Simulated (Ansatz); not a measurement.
## NaCl and the effect of the dispersion correction

The cell as given:

```xyz
2
Lattice="0.0000 2.7941 2.7941 2.7941 0.0000 2.7941 2.7941 2.7941 0.0000" Properties=species:S:1:pos:R:3 pbc="T T T"
Cl    2.7941    2.7941    2.7941
Na    0.0000    0.0000    0.0000
```

The cell is a database's computed one, not the measured one.

Kept alike: task relaxation of cell and atoms; functional PBE; k mesh 8 × 8 × 8; occupations fermi-dirac, width 0.05 eV; no spin polarisation. Program: Ansatz, Ansatz PAW, cutoff 420 eV. The mesh is that of the run's cell of 2 atoms. No spin-orbit coupling.

| dispersion correction | band gap (eV) | volume (Å³/atom) |
| --- | --- | --- |
| D3(BJ) | 5.231 | 21.733 |
| D4 | 5.117 | 22.372 |
| none | 5.002 | 23.057 |

Gaps hold for each row's own relaxed cell. The relaxations keep at least the cell's symmetry (Fm-3m). Relaxations stop with a little pressure left, so the last digits of a volume or edge aren't settled. A gap read on the mesh alone can miss an edge between its points.

**Question.** What does the dispersion correction change here?

**Answer.** The band gap runs from 5.002 (none) to 5.231 eV (D3(BJ)). The volume runs from 21.733 (D3(BJ)) to 23.057 Å³/atom (none). Against no correction: D3(BJ) -5.7 %; D4 -3.0 %. Dispersion terms mostly attract and so lower the volume; the schemes' coefficients and damping set how far.
